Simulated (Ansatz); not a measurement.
# Si2Mo: the cost of one run

Method: DFT PBEsol, scalar-relativistic, plane waves, PAW, in Ansatz 0.2.0.

3 further runs of the same task are left out: 1 that didn't finish, 2 set aside as unsound or not needed.

### Step 1. The starting structure

It takes space group I4/mmm (No. 139, tetragonal). Conventional cell: a = 3.190 Å, b = 3.190 Å, c = 7.821 Å, α = 90.00°, β = 90.00°, γ = 90.00°. Si (site symmetry 4mm) is surrounded by 5 Si at 2.58 to 2.62 Å and 5 Mo at 2.60 to 2.62 Å. Mo (site symmetry 4/mmm) is surrounded by 10 Si at 2.60 to 2.62 Å.

Coordinates:

```cif
data_structure
_symmetry_space_group_name_H-M 'I4/mmm'
_symmetry_Int_Tables_number 139
_cell_length_a 3.1901
_cell_length_b 3.1901
_cell_length_c 7.8214
_cell_angle_alpha 90.000
_cell_angle_beta 90.000
_cell_angle_gamma 90.000
_cell_volume 79.59
loop_
_atom_site_label
_atom_site_type_symbol
_atom_site_symmetry_multiplicity
_atom_site_Wyckoff_symbol
_atom_site_fract_x
_atom_site_fract_y
_atom_site_fract_z
_atom_site_occupancy
Si1 Si 4 e 0.00000 0.00000 0.33506 1
Mo1 Mo 2 a 0.00000 0.00000 0.00000 1
```

This cell was relaxed beforehand with the same method: volume 13.27 Å³/atom, gap on the mesh none (metal).

The bulk reference comes from a run made before at the same settings: -2047.4220 eV/atom.

### Step 2. Cutting the (101) slab

Planes are indexed in the bulk's conventional cell (I4/mmm (No. 139)), a = 3.190 Å, b = 3.190 Å, c = 7.821 Å, α = 90.00°, β = 90.00°, γ = 90.00°.

Cut from the relaxed bulk: a (101) slab, 10.8 Å thick as cut, with 15 Å of vacuum; its outer planes are Si (top) and Si (bottom).

The slab as cut. Layers, bottom to top:

| plane | atoms per cell | height over the lowest (Å) |
| --- | --- | --- |
| 1 | Si | 0.00 |
| 2 | Mo | 0.99 |
| 3 | Si | 1.98 |
| 4 | Si | 2.95 |
| 5 | Mo | 3.94 |
| 6 | Si | 4.93 |
| 7 | Si | 5.91 |
| 8 | Mo | 6.90 |
| 9 | Si | 7.89 |
| 10 | Si | 8.86 |
| 11 | Mo | 9.85 |
| 12 | Si | 10.84 |

### Step 3. Single point on the unrelaxed (101) slab

A dipole layer in the vacuum cancels the field that periodic copies would set up if the slab's two faces differ.

Input file input.yaml:

```yaml
crystal:
  lattice:
    - [3.190070171, 0.0, 0.0]
    - [-1.5950350855, 4.2234640854, 0.0]
    - [0.0, 0.0, 25.8408972767]
  atoms:
    - { symbol: Si, position: [0.4298983552, 0.8597967103, 0.2902375997] }
    - { symbol: Mo, position: [0.1426273687, 0.2852547374, 0.3285376729] }
    - { symbol: Si, position: [0.8553563823, 0.7107127645, 0.3668377462] }
    - { symbol: Si, position: [0.5725257239, 0.1450514478, 0.4045458178] }
    - { symbol: Mo, position: [0.2852547374, 0.5705094749, 0.442845891] }
    - { symbol: Si, position: [0.997983751, 0.9959675019, 0.4811459642] }
    - { symbol: Si, position: [0.7151530926, 0.4303061852, 0.5188540358] }
    - { symbol: Mo, position: [0.4278821061, 0.8557642123, 0.557154109] }
    - { symbol: Si, position: [0.1406111197, 0.2812222394, 0.5954541822] }
    - { symbol: Si, position: [0.8577804613, 0.7155609226, 0.6331622538] }
    - { symbol: Mo, position: [0.5705094749, 0.1410189497, 0.6714623271] }
    - { symbol: Si, position: [0.2832384884, 0.5664769768, 0.7097624003] }
basis:
  ecutwfc: 420
kpoints:
  mp_grid: { grid: [12, 8, 1] }
hamiltonian:
  xc: pbesol
scf:
  occupations: { method: gaussian, width: 0.1 }
output:
  forces: true
  stress: true
  eigenvalues: true
  write_density: true
  write_potential: true
  elf: true
  volumetric_format: npy
efield:
  axis: 3
  dipole_correction: true
  ramp_width: 0.04
```

Launch:

```bash
ansatz run input.yaml --threads 1 --pin off --max-ram 2560MiB --backend cpu --events-out ev --progress --plain --runs-dir out
```

Q: Estimate wall time and peak memory on 1 thread of Intel Xeon at 2.50GHz (Skylake/Cascade Lake), shared host.

About 5.2 min, with a peak of 0.94 GiB.
